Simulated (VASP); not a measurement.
Set up this calculation in VASP 6.6.1, as the native input.

| Item | Value |
| --- | --- |
| Task | single point |
| Functional | PBE |
| Potentials or basis | VASP PAW PBE potentials, release 64 (Ga_d, N) |
| Cutoff | 520 eV |
| k mesh | 6 × 6 × 6 |
| Occupations | gaussian, width 0.01 eV |
| Spin | no spin polarisation |
| Dipole correction | no |
| Further INCAR settings | ALGO = Normal; EDIFF = 1e-06; NBANDS = 16 |

The structure of GaN lies in POSCAR:

```
GaN
1.0
    0.0000000000      2.2535006100      2.2535006100
    2.2535006100      0.0000000000      2.2535006100
    2.2535006100      2.2535006100      0.0000000000
Ga N
1 1
Direct
   -0.0125301817     -0.0126494965      0.0273713996
    0.7375460132      0.7373677400      0.7772691831
```

The cell is a database's computed one.

One way to write it, as run:

INCAR

```
SYSTEM = GaN
PREC = Accurate
ENCUT = 520
EDIFF = 1E-6
ISMEAR = 0
SIGMA = 0.01
LREAL = .FALSE.
LASPH = .TRUE.
NELM = 100
ALGO = Normal
ISIF = 2
LWAVE = .FALSE.
LCHARG = .FALSE.
GGA = PE
NBANDS = 16
```

KPOINTS

```
regular mesh
0
G
  6 6 6
  0 0 0
```

Potentials or basis: VASP PAW PBE potentials, release 64 (Ga_d, N).

Run with:

```sh
$ cat potpaw_PBE.64/Ga_d/POTCAR potpaw_PBE.64/N/POTCAR > POTCAR
$ mpirun -np 1 vasp_std > vasp.out
```

Results of the run:

```
Pressure               : 5.1 GPa
Largest force          : 0.004 eV/Å
Band gap on the k mesh : 1.72 eV, direct
```

It took 7.7 s on 1 thread of Intel(R) Xeon(R) 6975P-C (Granite Rapids), on a shared host, peak memory 0.15 GiB.
